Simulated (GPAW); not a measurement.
# Au (Fm-3m) in GPAW: a series of runs, part 2 of 2

GPAW 26.7.0.

## 4. One-shot levels on a semilocal density, LDA

Contents of run.py:

```python
import numpy as np
from ase import Atoms
from ase.dft.bandgap import bandgap
from ase.io import write
from ase.units import GPa
from gpaw import GPAW, PW
from gpaw.hybrids import NonSelfConsistentHybridXCCalculator
from gpaw.hybrids.energy import non_self_consistent_energy

atoms = Atoms(['Au'],
              cell=[[0.0, 2.035, 2.035],
                    [2.035, 0.0, 2.035],
                    [2.035, 2.035, 0.0]],
              scaled_positions=[[0.0, 0.0, 0.0]],
              pbc=True)

calc = GPAW(mode=PW(500),
            xc='LDA',
            kpts={'size': (7, 7, 7), 'gamma': True},
            occupations={'name': 'fermi-dirac', 'width': 0.05},
            nbands=16,
            convergence={'density': 1e-05, 'energy': 1e-05, 'bands': 12, 'eigenstates': 1e-07},
            maxiter=150,
            txt='gpaw.txt')
atoms.calc = calc
energy = atoms.get_potential_energy()
forces = atoms.get_forces()
stress = atoms.get_stress()
calc.write('gs.gpw')
write('result.traj', atoms)
print(f'Energy: {energy:.6f} eV')
print('Forces (eV/A):')
print(forces.round(4))
print('Stress (GPa):', (stress / GPa).round(3))
print('Fermi level:', round(calc.get_fermi_level(), 4), 'eV')
print(f'Gap: {bandgap(calc)[0]:.4f} eV, direct: {bandgap(calc, direct=True)[0]:.4f} eV')

for xc in ['HSE06', 'HSE03', 'B3LYP']:
    e = non_self_consistent_energy(calc, xc).sum()
    print(f'{xc} energy on these orbitals: {e:.6f} eV')
    nsc = NonSelfConsistentHybridXCCalculator.from_dft_calculation(
        calc.dft, xc, log=f'levels-{xc}.txt')
    dft_skn, hyb_skn = nsc.calculate(calc.dft.ibzwfs, 0, 12)
    np.savetxt(f'levels-{xc}.dat', hyb_skn.reshape((-1, hyb_skn.shape[-1])), fmt='%.4f')
```

Potentials or basis: the program's PAW data sets (release 1.2.1) made for this functional, pw.

Run with:

```bash
$ OMP_NUM_THREADS=1 python run.py
```

gpaw.txt:

```text
__  _  _
 | _ |_)|_||  |
 |__||  | ||/\| - 26.7.0

Input parameters:
  mode=PW(ecut=500.0),
  convergence={'density': 1e-05, 'energy': 1e-05, 'bands': 12, 'eigenstates': 1e-07},
  kpts=MonkhorstPack(size=(7, 7, 7), gamma=True),
  maxiter=150,
  nbands=16,
  occupations=Occupations(name='fermi-dirac', width=0.05),
  xc=XC(name='LDA')

Diagonalizing LCAO Hamiltonian
Converting LCAO to pw mode

       Au

Atoms  # Å, Bohr magnetons
|   | symbol |        x |        y |        z |    initial magnetic moments |
|---|--------|----------|----------|----------|-----------------------------|
| 0 |     Au | 0.000000 | 0.000000 | 0.000000 | ( 0.0000,  0.0000,  0.0000) |

Unit cell  # Å
| periodic |        x |        y |        z |  lengths |    angles |
|----------|----------|----------|----------|----------|-----------|
|      yes | 0.000000 | 2.035000 | 2.035000 | 2.877925 | 60.000000 |
|      yes | 2.035000 | 0.000000 | 2.035000 | 2.877925 | 60.000000 |
|      yes | 2.035000 | 2.035000 | 0.000000 | 2.877925 | 60.000000 |

Number of symmetries: 48
[... 177 lines left out ...]
  Zero:              0.140927
  External:          0.000000
  Xc:               -3.339423
  Entropy:          -0.001296
  Spinorbit:         0.000000
  ----------------------------
  Free energy:      -4.416139
  Extrapolated:     -4.415491

dipole moment: (-13.962386, -13.962386, -13.962386)  # |e|*Ang

Fermi level: 9.319
Eigenvalues  # (at kpt = [0.000, 0.000, 0.000])
| band index |      eig [eV] | occ [0-2] |
|------------|---------------|-----------|
|          0 |        -0.268 |     2.000 |
|          1 |         5.041 |     2.000 |
|          2 |         5.041 |     2.000 |
|          3 |         5.041 |     2.000 |
|          4 |         6.605 |     2.000 |
|          5 |         6.605 |     2.000 |
|          6 |        25.881 |     0.000 |
|          7 |        29.572 |     0.000 |
|          8 |        29.572 |     0.000 |
|          9 |        29.572 |     0.000 |
|         10 |        33.582 |     0.000 |
|         11 |        37.899 |     0.000 |
|         12 |        37.899 |     0.000 |
|         13 |        37.899 |     0.000 |
|        ... |               |           |
|         15 |        40.348 |     0.000 |

No gap
No difference between direct/indirect transitions

Forces  # eV/Ang
|        x |       y |       z |
|----------|---------|---------|
| -0.00000 | 0.00000 | 0.00000 |  # Au   0

Stress tensor  # eV/Ang^3
|         x |         y |         z |
|-----------|-----------|-----------|
|  0.002157 |  0.000000 | -0.000000 |
|  0.000000 |  0.002157 | -0.000000 |
| -0.000000 | -0.000000 |  0.002157 |

# Writing to gs.gpw (mode='')
```

Wall time 6.7 min (1 thread of Arm Neoverse V1, shared host); peak memory 0.37 GiB.

What came out:

| Quantity | Value |
| --- | --- |
| Free energy | -4.4161 eV |
| Pressure | -0.3 GPa |
| Band gap on the k mesh | none (metal or under the smearing width) |

Caveat: the k mesh is coarse (spacing up to 0.38 Å⁻¹), so the values aren't converged; with this Au data set, volumes or pressures lay over 1.5 % or 2 GPa off other programs in two to four cells of ten; the cutoff is short for stress and forces, so pressures can be off by a GPa or more; one-shot exact exchange on a metal's smeared states is rough. Spin-orbit coupling is left out, which matters for the levels of Au.

## 5. Equation of state, PBEint

Contents of run.py:

```python
from ase.eos import EquationOfState
from ase.io import Trajectory, read
from ase.units import GPa
from gpaw import GPAW, PW, setup_paths

setup_paths.insert(0, '.')

atoms = read('POSCAR')

traj = Trajectory('eos.traj', 'w')
volumes, energies = [], []
for x in [0.94, 0.96, 0.98, 1.0, 1.02, 1.04, 1.06]:
    a = atoms.copy()
    a.set_cell(atoms.cell * x**(1 / 3), scale_atoms=True)
    calc = GPAW(mode=PW(600),
                xc='GGA_X_PBEINT+GGA_C_PBEINT',
                kpts={'size': (11, 11, 11), 'gamma': True},
                occupations={'name': 'fermi-dirac', 'width': 0.05},
                nbands=14,
                convergence={'density': 1e-05, 'energy': 1e-05},
                maxiter=150,
                txt=f'eos-{x:.2f}.txt')
    a.calc = calc
    energies.append(a.get_potential_energy(force_consistent=True))
    volumes.append(a.get_volume())
    p = -a.get_stress()[:3].mean() / GPa
    calc.write(f'eos-{x:.2f}.gpw')
    traj.write(a)
    print(f'{x:.2f} {volumes[-1]:10.4f} A^3 {energies[-1]:14.6f} eV {p:9.3f} GPa', flush=True)

v0, e0, B = EquationOfState(volumes, energies, eos='birchmurnaghan').fit()
print(f'V0 = {v0:.4f} A^3, E0 = {e0:.6f} eV, B0 = {B / GPa:.2f} GPa')
```

Contents of POSCAR:

```
Au
1.0
    0.0000000000      2.0350000000      2.0350000000
    2.0350000000      0.0000000000      2.0350000000
    2.0350000000      2.0350000000      0.0000000000
Au
1
Direct
    0.0000000000      0.0000000000      0.0000000000
```

Potentials or basis: PAW data sets generated in the run's folder for this functional, pw.

Run with:

```bash
$ gpaw-setup -f GGA_X_PBEINT+GGA_C_PBEINT Au
$ OMP_NUM_THREADS=1 python run.py
```

The log of the run:

```text
__  _  _
 | _ |_)|_||  |
 |__||  | ||/\| - 26.7.0

Input parameters:
  mode=PW(ecut=600.0),
  convergence={'density': 1e-05, 'energy': 1e-05},
  kpts=MonkhorstPack(size=(11, 11, 11), gamma=True),
  maxiter=150,
  nbands=14,
  occupations=Occupations(name='fermi-dirac', width=0.05),
  xc=XC(name='GGA_X_PBEINT+GGA_C_PBEINT')

Diagonalizing LCAO Hamiltonian
Converting LCAO to pw mode

       Au

Atoms  # Å, Bohr magnetons
|   | symbol |        x |        y |        z |    initial magnetic moments |
|---|--------|----------|----------|----------|-----------------------------|
| 0 |     Au | 0.000000 | 0.000000 | 0.000000 | ( 0.0000,  0.0000,  0.0000) |

Unit cell  # Å
| periodic |        x |        y |        z |  lengths |    angles |
|----------|----------|----------|----------|----------|-----------|
|      yes | 0.000000 | 1.993458 | 1.993458 | 2.819175 | 60.000000 |
|      yes | 1.993458 | 0.000000 | 1.993458 | 2.819175 | 60.000000 |
|      yes | 1.993458 | 1.993458 | 0.000000 | 2.819175 | 60.000000 |

Number of symmetries: 48
Symmetry operations  # r_c * U_cc + t_c -> r_c
|    | kind |            matrix            |
|----|------|------------------------------|
|  0 |  σ   |  1, 0, 0,  1, 0,-1,  1,-1, 0 |
|  1 |  C2  |  1, 0, 0,  1,-1, 0,  1, 0,-1 |
|  2 |  E   |  1, 0, 0,  0, 1, 0,  0, 0, 1 |
|  3 |  σ   |  1, 0, 0,  0, 0, 1,  0, 1, 0 |
|  4 |  C4  |  1, 0,-1,  1, 0, 0,  1,-1, 0 |
|  5 |  S6  |  1, 0,-1,  1,-1, 0,  1, 0, 0 |
|  6 |  σ   |  1, 0,-1,  0, 1,-1,  0, 0,-1 |
|  7 |  C3  |  1, 0,-1,  0, 0,-1,  0, 1,-1 |
|  8 |  S6  |  1,-1, 0,  1, 0, 0,  1, 0,-1 |
[... 135 lines left out ...]
poisson solver:
  ecut: 4800.0  # eV

xc functional:
  name: GGA_X_PBEINT+GGA_C_PBEINT with 2 nearest neighbor stencil

convergence criteria:
- Maximum integral of absolute [dens]ity change: 1e-05 electrons / valence electron
- Maximum [total energy] change in last 3 cyles: 1e-05 eV / valence electron
- Maximum integral of absolute [eigenst]ate change: 4e-08 eV^2 / valence electron
maximum number of iterations: 150

SCF iterations
|iter     | |      energy | eigst |  dens |
|---------|-|-------------|-------|-------|
|iter:   1| |   -3.788663 | -0.31 |       |
|iter:   2| |   -3.724924 | -2.80 | -1.07 |
|iter:   3| |   -3.469450 | -2.24 | -1.12 |
|iter:   4| |   -3.466624 | -4.06 | -2.07 |
|iter:   5| |   -3.465659 | -4.00 | -2.36 |
|iter:   6| |   -3.465656 | -7.16 | -3.72 |
|iter:   7| |   -3.465655c| -7.27 | -4.05 |
|iter:   8| |   -3.465655c| -9.00c| -5.29c|

Converged in 8 steps
Energy contributions relative to reference atoms: (reference = -516459.609459)

Energy contributions:
  Kinetic:          -2.239143
  Coulomb:           1.805401
  Zero:              0.167428
  External:          0.000000
  Xc:               -3.197995
  Entropy:          -0.002689
  Spinorbit:         0.000000
  ----------------------------
  Free energy:      -3.466999
  Extrapolated:     -3.465655

dipole moment: (-13.661957, -13.661957, -13.661957)  # |e|*Ang

Fermi level: 11.097
Eigenvalues  # (at kpt = [0.000, 0.000, 0.000])
| band index |      eig [eV] | occ [0-2] |
|------------|---------------|-----------|
|          0 |         0.448 |     2.000 |
|          1 |         6.043 |     2.000 |
|          2 |         6.043 |     2.000 |
|          3 |         6.043 |     2.000 |
|          4 |         7.770 |     2.000 |
|          5 |         7.770 |     2.000 |
|          6 |        26.865 |     0.000 |
|          7 |        31.131 |     0.000 |
|          8 |        31.131 |     0.000 |
|          9 |        31.131 |     0.000 |
|         10 |        35.148 |     0.000 |
|         11 |        40.350 |     0.000 |
|         12 |        40.350 |     0.000 |
|         13 |        40.350 |     0.000 |

No gap
No difference between direct/indirect transitions

Stress tensor  # eV/Ang^3
|         x |         y |         z |
|-----------|-----------|-----------|
| -0.129554 | -0.000000 |  0.000000 |
| -0.000000 | -0.129554 |  0.000000 |
|  0.000000 |  0.000000 | -0.129554 |

# Writing to eos-0.94.gpw (mode='')
```

Run time: 77 s. Hardware: 1 thread of Arm Neoverse V1, shared host; peak memory 0.19 GiB.

What came out:

| Item | Value |
| --- | --- |
| Equilibrium volume | 17.43 Å³/atom |
| Bulk modulus | 165 GPa |
| Pressure derivative of the bulk modulus | 5.9 |

Energy against volume, from the lowest point:
| volume (Å³/atom) | energy (meV/atom) |
| --- | --- |
| 15.843 | 92.14 |
| 16.181 | 54.32 |
| 16.518 | 27.46 |
| 16.855 | 10.21 |
| 17.192 | 1.41 |
| 17.529 | 0.00 |
| 17.866 | 5.05 |

Caveat: with this Au data set, volumes or pressures lay over 1.5 % or 2 GPa off other programs in two to four cells of ten. Spin-orbit coupling is left out, which matters for the levels of Au.

## 6. Equation of state, LDA

Edit run.py of step 5 so:

```diff
@@ -3,7 +3,5 @@
 from ase.units import GPa
-from gpaw import GPAW, PW, setup_paths
+from gpaw import GPAW, PW
 
-setup_paths.insert(0, '.')
-
-atoms = read('POSCAR')
+atoms = read('Au.cif')
 
@@ -15,3 +13,3 @@
     calc = GPAW(mode=PW(600),
-                xc='GGA_X_PBEINT+GGA_C_PBEINT',
+                xc='LDA',
                 kpts={'size': (11, 11, 11), 'gamma': True},
```

Contents of Au.cif:

```cif
data_Au
_cell_length_a 2.87792460
_cell_length_b 2.87792460
_cell_length_c 2.87792460
_cell_angle_alpha 60.00000000
_cell_angle_beta 60.00000000
_cell_angle_gamma 60.00000000
_space_group_name_H-M_alt 'P1'
_space_group_name_Hall 'P 1'
_space_group_IT_number 1
loop_
_space_group_symop_operation_xyz
'x,y,z'
loop_
_atom_site_label
_atom_site_type_symbol
_atom_site_symmetry_multiplicity
_atom_site_Wyckoff_symbol
_atom_site_fract_x
_atom_site_fract_y
_atom_site_fract_z
_atom_site_occupancy
Au1 Au 1 a 0.0000000000 0.0000000000 0.0000000000 1
```

Potentials or basis: the program's PAW data sets (release 1.2.1) made for this functional, pw.

Run with:

```bash
$ OMP_NUM_THREADS=1 python run.py
```

The log of the run:

```text
__  _  _
 | _ |_)|_||  |
 |__||  | ||/\| - 26.7.0

Input parameters:
  mode=PW(ecut=600.0),
  convergence={'density': 1e-05, 'energy': 1e-05},
  kpts=MonkhorstPack(size=(11, 11, 11), gamma=True),
  maxiter=150,
  nbands=14,
  occupations=Occupations(name='fermi-dirac', width=0.05),
  xc=XC(name='LDA')

Diagonalizing LCAO Hamiltonian
Converting LCAO to pw mode

       Au

Atoms  # Å, Bohr magnetons
|   | symbol |        x |        y |        z |    initial magnetic moments |
|---|--------|----------|----------|----------|-----------------------------|
| 0 |     Au | 0.000000 | 0.000000 | 0.000000 | ( 0.0000,  0.0000,  0.0000) |

Unit cell  # Å
| periodic |        x |        y |        z |  lengths |    angles |
|----------|----------|----------|----------|----------|-----------|
|      yes | 2.819175 | 0.000000 | 0.000000 | 2.819175 | 60.000000 |
|      yes | 1.409587 | 2.441477 | 0.000000 | 2.819175 | 60.000000 |
|      yes | 1.409587 | 0.813826 | 2.301847 | 2.819175 | 60.000000 |

Number of symmetries: 48
Symmetry operations  # r_c * U_cc + t_c -> r_c
|    | kind |            matrix            |
|----|------|------------------------------|
|  0 |  σ   |  1, 0, 0,  1, 0,-1,  1,-1, 0 |
|  1 |  C2  |  1, 0, 0,  1,-1, 0,  1, 0,-1 |
|  2 |  E   |  1, 0, 0,  0, 1, 0,  0, 0, 1 |
|  3 |  σ   |  1, 0, 0,  0, 0, 1,  0, 1, 0 |
|  4 |  C4  |  1, 0,-1,  1, 0, 0,  1,-1, 0 |
|  5 |  S6  |  1, 0,-1,  1,-1, 0,  1, 0, 0 |
|  6 |  σ   |  1, 0,-1,  0, 1,-1,  0, 0,-1 |
|  7 |  C3  |  1, 0,-1,  0, 0,-1,  0, 1,-1 |
|  8 |  S6  |  1,-1, 0,  1, 0, 0,  1, 0,-1 |
|  9 |  C4  |  1,-1, 0,  1, 0,-1,  1, 0, 0 |
| 10 |  C3  |  1,-1, 0,  0,-1, 1,  0,-1, 0 |
[... 137 lines left out ...]
  name: None

convergence criteria:
- Maximum integral of absolute [dens]ity change: 1e-05 electrons / valence electron
- Maximum [total energy] change in last 3 cyles: 1e-05 eV / valence electron
- Maximum integral of absolute [eigenst]ate change: 4e-08 eV^2 / valence electron
maximum number of iterations: 150

SCF iterations
|iter     | |      energy | eigst |  dens |
|---------|-|-------------|-------|-------|
|iter:   1| |   -4.690263 | -0.36 |       |
|iter:   2| |   -4.618969 | -2.80 | -1.07 |
|iter:   3| |   -4.336991 | -2.11 | -1.12 |
|iter:   4| |   -4.332346 | -4.34 | -2.12 |
|iter:   5| |   -4.330590 | -4.28 | -2.41 |
|iter:   6| |   -4.330588 | -7.21 | -3.82 |
|iter:   7| |   -4.330587c| -7.40c| -4.10 |
|iter:   8| |   -4.330587c| -8.97c| -5.28c|

Converged in 8 steps
Energy contributions relative to reference atoms: (reference = -516313.572935)

Energy contributions:
  Kinetic:          -0.012388
  Coulomb:          -0.200940
  Zero:              0.155076
  External:          0.000000
  Xc:               -4.271130
  Entropy:          -0.002410
  Spinorbit:         0.000000
  ----------------------------
  Free energy:      -4.331792
  Extrapolated:     -4.330587

dipole moment: (-19.373586, -11.185345, -7.909233)  # |e|*Ang

Fermi level: 10.860
Eigenvalues  # (at kpt = [0.000, 0.000, 0.000])
| band index |      eig [eV] | occ [0-2] |
|------------|---------------|-----------|
|          0 |         0.167 |     2.000 |
|          1 |         5.797 |     2.000 |
|          2 |         5.797 |     2.000 |
|          3 |         5.797 |     2.000 |
|          4 |         7.538 |     2.000 |
|          5 |         7.538 |     2.000 |
|          6 |        27.082 |     0.000 |
|          7 |        31.164 |     0.000 |
|          8 |        31.164 |     0.000 |
|          9 |        31.164 |     0.000 |
|         10 |        35.207 |     0.000 |
|         11 |        40.204 |     0.000 |
|         12 |        40.204 |     0.000 |
|         13 |        40.204 |     0.000 |

No gap
No difference between direct/indirect transitions

Stress tensor  # eV/Ang^3
|         x |         y |         z |
|-----------|-----------|-----------|
| -0.091713 |  0.000000 |  0.000000 |
|  0.000000 | -0.091713 | -0.000000 |
|  0.000000 | -0.000000 | -0.091713 |

# Writing to eos-0.94.gpw (mode='')
```

eos-0.98.txt:

```text
SCF iterations
|iter     | |      energy | eigst |  dens |
|---------|-|-------------|-------|-------|
|iter:   1| |   -4.728992 | -0.42 |       |
|iter:   2| |   -4.655397 | -2.84 | -1.07 |
|iter:   3| |   -4.376168 | -2.08 | -1.12 |
|iter:   4| |   -4.372128 | -4.45 | -2.11 |
|iter:   5| |   -4.370640 | -4.40 | -2.40 |
[... 35 lines left out ...]
|         10 |        34.109 |     0.000 |
|         11 |        38.633 |     0.000 |
|         12 |        38.633 |     0.000 |
|         13 |        38.633 |     0.000 |

No gap
No difference between direct/indirect transitions

Stress tensor  # eV/Ang^3
|         x |         y |         z |
|-----------|-----------|-----------|
| -0.028021 |  0.000000 |  0.000000 |
|  0.000000 | -0.028021 |  0.000000 |
|  0.000000 |  0.000000 | -0.028021 |

# Writing to eos-0.98.gpw (mode='')
```

Run time: 70 s. Hardware: 1 thread of Arm Neoverse V1, shared host; peak memory 0.18 GiB.

What came out:

```
Equilibrium volume                      : 16.89 Å³/atom
Bulk modulus                            : 192 GPa
Pressure derivative of the bulk modulus : 5.8
```

Energy against volume, from the lowest point:
```tsv
volume (Å³/atom)	energy (meV/atom)
15.843	44.83
16.181	19.61
16.518	5.12
16.855	0.00
17.192	3.09
17.529	13.35
17.866	29.84
```

Caveat: with this Au data set, volumes or pressures lay over 1.5 % or 2 GPa off other programs in two to four cells of ten. Spin-orbit coupling is left out, which matters for the levels of Au.

## 7. The runs side by side

```csv
task,level,potentials or basis,k mesh,cutoff (eV),convergence,supercell,supercell k mesh,displacement,relaxed first,grid spacing,mesh quality,gap on the mesh (eV),V0 of scaled cells (Å³/atom),B0 (GPa)
phonons,PBE+D4,"GPAW PAW data sets (gpaw-data 1.2.1), lcao:dzp",11 × 11 × 11,-,density=1e-06,2 × 2 × 2,6 × 6 × 6,0.01,none,0.16 Å,not flagged,none,-,-
one-shot levels on a semilocal density,LDA,"the program's PAW data sets (release 1.2.1) made for this functional, pw",7 × 7 × 7,500,-,-,-,-,-,-,coarse,none,-,-
equation of state,PBEint,"PAW data sets generated in the run's folder for this functional, pw",11 × 11 × 11,600,-,-,-,-,-,-,not flagged,-,17.43,165
equation of state,LDA,"the program's PAW data sets (release 1.2.1) made for this functional, pw",11 × 11 × 11,600,-,-,-,-,-,-,not flagged,-,16.89,192
```

Alike in all rows: no spin polarisation; cell as given; smearing fermi-dirac 0.05 eV.

Caveats: some runs use coarse meshes; with this Au data set, volumes or pressures lay over 1.5 % or 2 GPa off other programs in two to four cells of ten (some runs); the real-space grid adds noise to forces (some runs); phonon bands are interpolated from a small supercell (some runs); the basis of atomic orbitals isn't converged, which shifts pressures, moduli and gaps (some runs); pairwise dispersion overbinds metals, which lowers pressure and volume (some runs); the cutoff is short for stress and forces, so pressures can be off by a GPa or more (some runs); one-shot exact exchange on a metal's smeared states is rough (some runs).

Total energies depend on the potentials used, so only differences within one code and one set of settings carry meaning.

## 8. How close it comes

Step 5. Against the measured bulk modulus of Au, 167 GPa (quoted in “Exploring toroidal anvil profiles for larger sample volumes above 4 Mbar”, 2024, pmc:11102561), the calculated 165 GPa is off by -1.0 %. The fit is for a static lattice scaled at fixed shape and fixed fractional positions.

Step 6. Measured bulk modulus of Au: 167 GPa (quoted in “Exploring toroidal anvil profiles for larger sample volumes above 4 Mbar”, 2024, pmc:11102561). This calculation gives 192 GPa (+15.2 %). The fit is for a static lattice scaled at fixed shape and fixed fractional positions.
